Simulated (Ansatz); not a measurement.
Rutile RuO2

All values below come from LDA (PAW; Ansatz, a first-principles code).

Numerical settings: plane-wave cutoff 500 eV, 10×10×12 k mesh (along the axes of the cell as run), Fermi–Dirac smearing 0.05 eV, ferromagnetic start, scalar-relativistic PAW data made under PBE.

Cell: relaxed at this level.

```
Quantity                                                Result
-----------------------------------------------  -------------
equilibrium volume per atom                      10.04 Å³/atom
equilibrium lattice constant a                         4.427 Å
lattice parameter c                                    3.073 Å
magnetic moment (largest site, within a sphere)        0.00 μB
```

Measured, for comparison: lattice constant a 4.497 Å, lattice parameter c 3.105 Å (room temperature, not corrected to a static lattice; as tabulated in Hiroi (2015), arXiv:1503.02262). Computed (rounded) less measured: lattice constant a -1.6 %, lattice parameter c -1.0 %. A static lattice is as a rule a little smaller and stiffer than an uncorrected measurement, which can account for part of this.

Moments are spin moments.

The computed numbers hold no vibrational or temperature effects.

Cost on a shared machine: very roughly 2.9 core-minutes.
